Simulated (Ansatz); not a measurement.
A trial cell of ScAl₄, before relaxation:

```xyz
5
Lattice="1.5676 -2.2526 0.0000 1.5676 2.2526 0.0000 -0.4147 0.0000 11.4597" Properties=species:S:1:pos:R:3 pbc="T T T"
Sc    1.5676    0.0000    0.0000
Al    0.2306    0.0000    2.2919
Al    2.0288    0.0000    4.5839
Al    0.6918    0.0000    6.8758
Al    2.4900    0.0000    9.1678
```

Method: DFT PBE, scalar-relativistic, plane waves, PAW (Ansatz 0.2.0). Cutoff 420 eV, Gaussian smearing, Γ-centred meshes. Cell and atoms relax first on a coarse mesh and then on a finer one. In between, the cell is made exact in the group found at 0.06 Å. In metals the finer mesh still leaves noise of several meV/atom or more. The steps can't lower the symmetry of their start. No spin polarisation.

A guess keeps its type if space group and coordination stay and the shape of the cell changes little (axis ratios within about 15 %, angles within 6°); the volume may change.

**Question.** Will the relaxed cell still be of the starting type?

**Answer.** It doesn't keep its type. The symmetry goes from C2/m (No. 12) to I4/mmm (No. 139). The volume per atom grows by 9.3 %, from 16.2 to 17.7 Å³. The shortest distance goes from 2.65 Å (Sc–Al and Al–Al) to 2.87 Å (Al–Al). Counting neighbours within 15 % of an atom's shortest distance, the start has Al 8, Sc 8 and the end Al 12, Sc 12. In detail, at the end around Sc lie 4 Sc at 2.93 Å and 8 Al at 3.00 Å; Al on its first site has 8 Al at 2.87–2.93 Å and 4 Sc at 3.00 Å; Al on its second site is surrounded by 12 Al at 2.87–2.93 Å.

```
Sc Al
1.0
    -1.46368    1.46368   10.32472
     1.46368   -1.46368   10.32472
     1.46368    1.46368  -10.32472
Sc Al
1 4
Direct
  0.50000 0.50000 0.00000
  0.10531 0.10531 0.00000
  0.70125 0.70125 0.00000
  0.29875 0.29875 0.00000
  0.89469 0.89469 0.00000
```

Energies over the elements count from the elements' standard structures at the same level, with no fitted energy shifts.

**Question.** At what energy does it end?

**Answer.** −0.13 eV/atom.

The last run used a 14×14×14 mesh for its 5-atom cell and Gaussian smearing of 0.10 eV. The cell is a metal run without spin; a magnetic state may lie lower. A structure relaxed within its symmetry needn't be a true minimum. Another cell of ScAl4 relaxed alike, in I4/m, lies 74 meV/atom lower, so this cell isn't the stable form at this level.
